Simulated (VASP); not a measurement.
Wanted: the native input for a VASP 6.6.1 run.

```yaml
Task: work function
Functional: PBE
Potentials_or_basis: VASP PAW PBE potentials, release 64 (B, P)
Cutoff: 520 eV
k_mesh: 12 × 12 × 1
Occupations: gaussian, width 0.03 eV
Spin: no spin polarisation
Dipole_correction: yes
Further_INCAR_settings: ALGO = Normal; EDIFF = 1e-07
```

The structure of BP lies in POSCAR:

```
BP                                      
1.0
    3.1991740243      0.0000000000      0.0000000000
   -1.5995870122      2.7705659741      0.0000000000
    0.0000000000      0.0000000000     16.0000000000
  B               P             
     1     1
Direct
     0.3333330000000032    0.6666669999999968    0.5000000000000000
     0.6666669999999968    0.3333330000000032    0.5000000000000000
```

The cell was built by a generator and needn't be a form met in nature.

These files were run (other wordings do the same):

INCAR

```
SYSTEM = BP
PREC = Accurate
ENCUT = 520
EDIFF = 1E-7
ISMEAR = 0
SIGMA = 0.03
LREAL = .False.
LASPH = .True.
NELM = 80
ALGO = Normal
ISIF = 2
LWAVE = .False.
LCHARG = .True.
LDIPOL = .True.
IDIPOL = 3
DIPOL = 0.5 0.5 0.500
GGA = PE
LVHAR = .True.
LVACPOTAV = .True.
KPAR = 4
```

KPOINTS

```
regular mesh
0
Gamma
  12 12 1
  0 0 0
```

Potentials or basis: VASP PAW PBE potentials, release 64 (B, P).

Run with:

```console
$ cat potpaw_PBE.64/B/POTCAR potpaw_PBE.64/P/POTCAR > POTCAR
$ mpirun -np 4 vasp_std > vasp.out
```

Results of the run:

- Band gap on the k mesh: 0.89 eV, direct
- Ionisation potential of the upper face: 5.11 eV

It took 19 s on 4 MPI ranks on Intel(R) Xeon(R) Platinum 8375C CPU @ 2.90GHz (Ice Lake) (shared host), peak memory 0.23 GiB a rank.
